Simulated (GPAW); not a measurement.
# free-standing square V monolayer, spacing 3.216 A: which magnetic order is lowest

A self-consistent run ends on one state, which hangs on the start. Several orders of free-standing square V monolayer, spacing 3.216 A are started in GPAW and their energies compared.

Program: GPAW 26.7.0. Level of theory: LDA; plane waves with GPAW's PAW setups, scalar-relativistic. Results are calculated unless marked as measured.

### Step 1. Starting point

The cell holds 1 atom: 1 V. Its edges and angles: a = 3.216 Å, b = 3.216 Å, c = 14.000 Å, α = 90.0°, β = 90.0°, γ = 90.0°. model lattice. Vacuum lies along c.

As a file:

```cif
data_structure
_symmetry_space_group_name_H-M 'P 1'
_symmetry_Int_Tables_number 1
_cell_length_a 3.2160
_cell_length_b 3.2160
_cell_length_c 14.0000
_cell_angle_alpha 90.000
_cell_angle_beta 90.000
_cell_angle_gamma 90.000
_cell_volume 144.80
loop_
_atom_site_label
_atom_site_type_symbol
_atom_site_fract_x
_atom_site_fract_y
_atom_site_fract_z
_atom_site_occupancy
V1 V 0.00000 0.00000 0.50000 1
```

### Step 2. Run 1 (ferro +)

The parallel start comes first: it fits the smallest cell, keeps the most symmetry and shows whether parallel moments form.

order1.py

```python
import json
import numpy as np
from ase import Atoms
from ase.parallel import paropen, parprint
from gpaw import GPAW

atoms = Atoms(['V'],
    cell=[[3.216, 0.0, 0.0],
         [0.0, 3.216, 0.0],
         [0.0, 0.0, 14.0]],
    scaled_positions=[[0.0, 0.0, 0.5]],
    pbc=True,
    magmoms=[1.5])
atoms.calc = GPAW(mode={'name': 'pw', 'ecut': 550},
    xc='LDA',
    kpts={'size': (8, 8, 1), 'gamma': True},
    occupations={'name': 'fermi-dirac', 'width': 0.1},
    convergence={'density': 1e-05, 'energy': 1e-05},
    maxiter=200,
    symmetry={'tolerance': 1e-4},
    txt='order1.txt')
e = atoms.get_potential_energy(force_consistent=True)
res = {'free_energy': e, 'energy_sigma0': atoms.get_potential_energy(), 'fermi_energy': atoms.calc.get_fermi_level()}
res['moments'] = atoms.get_magnetic_moments().tolist()
res['total'] = atoms.get_magnetic_moment()
parprint('site moments (muB):', np.round(res['moments'], 3))
parprint(f"total moment: {res['total']:.3f} muB")
parprint(f'free energy: {e:.6f} eV')
atoms.calc.write('order1.gpw')
n = atoms.calc.get_pseudo_density()
up, down = (atoms.calc.get_pseudo_density(spin=i) for i in (0, 1))
np.savez('grids.npz', density=n, spin=up - down)
with paropen('results.json', 'w') as f:
    json.dump(res, f)
```

Run with:

```console
$ OMP_NUM_THREADS=1 python3 order1.py > order1.log
```

The runs that follow: start 2: antiferro q=(0,1/2,0) +-; order 3, typed as antiferro q=(1/2,1/2,0) +-; start 4: no spin polarisation; ranking. Settings of the main run: cutoff 550 eV, 8×4×1 k-mesh, fermi-dirac occupations, smearing width 0.1 eV, mesh matched on, collinear spin, starting moments 1.5 -1.5 μB.

What does the calculation give for the largest site moment?

Opposed moments of equal size cancel, so the cell has no net moment. Symmetry leaves 1 kind of site among the 2 atoms, and equivalent atoms carry values of equal size. The lowest state found is antiferromagnetic, reached from the start antiferro q=(0,1/2,0) +-, with moments up to 2.82 μB.

- lowest state found: antiferromagnetic (started as antiferro q=(0,1/2,0) +-)
- largest site moment: 2.82 μB
- next state: ferromagnetic, 27.3 meV a seeded atom higher
- energy gained by spin polarisation: 1011 meV a seeded atom

The next state costs 27 meV a seeded atom. Only 4 starts are shown; other collinear patterns, canted and longer-period orders are not.

[Logs and program files are shortened in this print: banners, set-up blocks, solver, clock and traceback lines can be left out without a mark of their own.]

[Logs are printed without paths, hosts, clocks, repeated set-up lines and the standing remarks that a program may print on its own settings, such as how far it seeks lower states.]

[Hosts, paths, dates, database ids (printed as entryN), source tags and the programs' standing remarks are cut or masked in the printed files.]

[Where a cell is said to come from a database of computed structures, the database is the Materials Project.]
